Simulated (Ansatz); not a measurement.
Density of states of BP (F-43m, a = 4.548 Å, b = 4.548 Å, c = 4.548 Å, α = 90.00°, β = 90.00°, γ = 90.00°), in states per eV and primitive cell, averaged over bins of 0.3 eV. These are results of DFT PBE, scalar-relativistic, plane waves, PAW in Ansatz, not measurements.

Settings: cutoff 420 eV, Γ-centred mesh 10×10×10 on the computed 2-atom cell, Gaussian smearing of 0.02 eV; no spin polarisation.

The cell is relaxed at this level. The states (both spins) are summed by tetrahedra on a 15×15×15 mesh at the self-consistent density. Energies are bin centres; the table starts no lower than −8 eV and ends at 6 eV, or lower where the solved bands end.

The gap is 1.25 eV at this level, with the zero inside it.

```tsv
E − E_F (eV)	total	P 3p	B 2p	B 2s	P 3s
-7.90	0.48	0.22	0.10	0.10	0.05
-7.60	0.40	0.18	0.09	0.08	0.05
-7.30	0.34	0.15	0.08	0.06	0.04
-7.00	0.30	0.13	0.07	0.05	0.04
-6.70	0.49	0.24	0.17	0.05	0.03
-6.40	0.82	0.42	0.31	0.06	0.04
-6.10	0.76	0.38	0.28	0.06	0.04
-5.80	0.74	0.36	0.28	0.06	0.04
-5.50	0.80	0.39	0.31	0.06	0.03
-5.20	0.84	0.41	0.34	0.05	0.03
-4.90	0.98	0.48	0.41	0.05	0.03
-4.60	1.15	0.57	0.49	0.04	0.03
-4.30	1.11	0.55	0.48	0.04	0.02
-4.00	1.05	0.52	0.46	0.03	0.02
-3.70	1.03	0.51	0.46	0.03	0.02
-3.40	0.99	0.49	0.45	0.03	0.02
-3.10	0.95	0.47	0.44	0.02	0.01
-2.80	0.92	0.45	0.43	0.02	0.01
-2.50	0.85	0.41	0.41	0.01	0.01
-2.20	0.59	0.28	0.28	0.01	0.01
-1.90	0.43	0.20	0.21	0.01	0.00
-1.60	0.32	0.14	0.16	0.00	0.00
-1.30	0.23	0.10	0.12	0.00	0.00
-1.00	0.15	0.06	0.08	0.00	0.00
-0.70	0.03	0.01	0.02	0.00	0.00
-0.40	0.00	0.00	0.00	0.00	0.00
-0.10	0.00	0.00	0.00	0.00	0.00
0.20	0.00	0.00	0.00	0.00	0.00
0.50	0.00	0.00	0.00	0.00	0.00
0.80	0.09	0.02	0.02	0.03	0.01
1.10	0.22	0.06	0.05	0.06	0.02
1.40	0.35	0.08	0.09	0.07	0.04
1.70	0.45	0.10	0.13	0.08	0.06
2.00	0.54	0.13	0.16	0.08	0.06
2.30	0.64	0.16	0.20	0.09	0.07
2.60	0.78	0.20	0.25	0.09	0.08
2.90	0.96	0.26	0.33	0.09	0.09
3.20	1.51	0.36	0.50	0.17	0.18
3.50	1.51	0.34	0.53	0.14	0.17
3.80	0.71	0.18	0.25	0.04	0.07
4.10	0.93	0.32	0.29	0.06	0.05
4.40	1.09	0.39	0.32	0.09	0.06
4.70	1.23	0.42	0.34	0.12	0.08
5.00	1.40	0.46	0.38	0.13	0.09
5.30	1.11	0.35	0.31	0.10	0.07
5.60	0.89	0.27	0.24	0.07	0.05
```

The columns after the total are the Löwdin projections on the occupied valence shells of the potentials. The rest of the total lies in shells that are empty in the free atom, which aren't projected, and between the atoms.